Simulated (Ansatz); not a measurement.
KI (Pm-3m) from a database structure, relaxed with r2SCAN, was run in Ansatz 0.2.0 under altered settings. All numbers are computed, without spin polarisation but where a row says otherwise.

```xyz
2
Lattice="4.2911 0.0000 0.0000 0.0000 4.2911 0.0000 0.0000 0.0000 4.2911" Properties=species:S:1:pos:R:3 pbc="T T T"
K     0.0000    0.0000    0.0000
I     2.1455    2.1455    2.1455
```

The base run's other keys:
```yaml
kpoints:
  mp_grid: { grid: [4, 4, 4] }
hamiltonian:
  xc: r2scan
scf:
  occupations: { method: fixed }
  n_extra_bands: 4
```

It takes 6 iterations with 2007 plane waves at 500 eV and 10 k points, and leaves a mean stress of +0.07 GPa. The gap over this mesh is 4.039 eV. It ran on 4 threads of Arm Neoverse N1, with other jobs on the host.

Outcomes, with energy and stress as changes against the base:
```csv
setting,outcome,ΔF (meV/atom),Δ mean stress (GPa),gap on the mesh (eV),iterations,wall time
scf.n_extra_bands: 24,converged,0.0,0.00,4.039,6,2 s
hamiltonian.pseudopotentials: nc (cutoff then 1240 eV),converged,–,-0.01,4.042,7,6 s
scf.occupations: gaussian 0.001,converged,0.0,0.00,4.039,6,1.6 s
scf.n_extra_bands: 1,converged,0.0,0.00,4.039,6,1.5 s
accuracy: low,converged,0.0,0.00,4.039,6,1.4 s
accuracy: high,converged,0.0,0.00,4.039,9,2.4 s
scf.occupations: fermi_dirac 0.5,converged,-4.5,+0.03,4.046,6,1.6 s
scf.eigensolver.kind: dense,cut off,–,–,–,2,66 s
basis.ecutwfc: 300,"converged, warned",+53,+0.01,4.040,6,1.2 s
hamiltonian.dispersion: d4,converged,-62,-0.26,4.039,6,1.6 s
basis.ecutwfc: 40,"converged, warned",+666891,-86.83,none,10,0.52 s
```
A dash marks a value that wasn't obtained or can't be compared. «Cut off» means the job's short time limit, which needn't be the setting's fault. Stress is positive in compression. The base took 1.6 s.

- scf.occupations: fermi_dirac 0.5. The free energy moves by -4.5 meV an atom, the mean stress by +0.03 GPa and the gap on the mesh by +0.007 eV (to 4.046). The term −TS is -29 meV an atom. A width of 0.5 eV moves electrons across a gap of 4.04 eV: this is no longer the ground state.
- scf.eigensolver.kind: dense. It was cut off at its time limit, after 2 iterations (the base needs 6).
- basis.ecutwfc: 300. 925 plane waves in place of 2007. The free energy moves by +53 meV an atom, the mean stress by +0.01 GPa and the gap on the mesh by +0.001 eV (to 4.040). The basis is too small: these are errors of the cutoff. Warned: cutoff below recommended.
- hamiltonian.dispersion: d4. The free energy moves by -62 meV an atom, the mean stress by -0.26 GPa and the gap on the mesh by 0.000 eV (to 4.039). D4, pair terms with charge-dependent coefficients and a three-body term, adds to energy, forces and stress after the SCF and leaves the bands alone.
- basis.ecutwfc: 40. 33 plane waves in place of 2007. The free energy moves by +666891 meV an atom, the mean stress by -86.83 GPa and the gap on the mesh by -7.419 eV (no gap is left). The basis is too small: these are errors of the cutoff. Warned: band overlap at count, cutoff below recommended, metallic iterate, unresolved pair at count.

Within 1 meV an atom, 0.1 GPa and 0.005 eV of the base stay: scf.n_extra_bands: 24; scf.occupations: gaussian 0.001; scf.n_extra_bands: 1; accuracy: low; accuracy: high.

Spin-orbit coupling is left out, which matters wherever the heavy atoms make up the band edges.
